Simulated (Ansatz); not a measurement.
# What a trial cell of Sn3S2 relaxes into

Method: Ansatz, DFT PBE, scalar-relativistic, plane waves, PAW. Cutoff 420 eV, Γ-centred k mesh, Gaussian smearing, no spin polarisation in the final step.

The start puts Sn3S2 on the anti-A-type sesquioxide structure type (P-3m1, No. 164), with S in place of La, Sn in place of O, at a guessed volume.

```
Sn S
1.0
     4.42319    0.00000    0.00000
    -2.21160    3.83060    0.00000
     0.00000    0.00000    6.88177
Sn S
3 2
Direct
  0.00000 0.00000 0.00000
  0.33333 0.66667 0.64500
  0.66667 0.33333 0.35500
  0.33333 0.66667 0.24500
  0.66667 0.33333 0.75500
```

Cell and atoms relax at zero pressure; the relaxation can't lower the symmetry of the start. After a coarse first stage the cell is made exact in the group found at 0.06 Å.

The zero of energy is the elements' standard structures at the same level; no fitted shifts are applied.

Q: What does it relax into?

A: It keeps P-3m1 (No. 164), but not the shape of the type it started on. Conventional cell: a = 3.738 Å, c = 10.379 Å. Sn on Wyckoff site a (1 atom of the primitive cell) is coordinated by 6 S at 2.95 Å; Sn on Wyckoff site d (2 atoms of the primitive cell) has 3 S at 2.80 Å; S is coordinated by 6 Sn at 2.80–2.95 Å.

```cif
data_structure
_symmetry_space_group_name_H-M 'P-3m1'
_symmetry_Int_Tables_number 164
_cell_length_a 3.7384
_cell_length_b 3.7384
_cell_length_c 10.3788
_cell_angle_alpha 90.000
_cell_angle_beta 90.000
_cell_angle_gamma 120.000
_cell_volume 125.62
loop_
_atom_site_label
_atom_site_type_symbol
_atom_site_symmetry_multiplicity
_atom_site_Wyckoff_symbol
_atom_site_fract_x
_atom_site_fract_y
_atom_site_fract_z
_atom_site_occupancy
Sn1 Sn 1 a 0.00000 0.00000 0.00000 1
Sn2 Sn 2 d 0.33333 0.66667 0.63445 1
S1 S 2 d 0.33333 0.66667 0.19353 1
```

Q: What are its volume, energy, density and gap?

A: The volume per atom is 25.12 Å³, the density is 5.56 g/cm³ and the energy over the elements is -0.20 eV/atom. The gap on the 12×12×4 mesh is 0 eV (a metal).

The final run used a 12×12×4 mesh on its 5-atom cell and 0.10 eV smearing. The k mesh leaves about 4 meV/atom of noise in metals. A structure relaxed within its symmetry needn't be a true minimum.

Cost: 3 runs of about 5.5 core-minutes in all, on Intel Xeon Platinum 8259CL (Skylake/Cascade Lake) (shared hosts).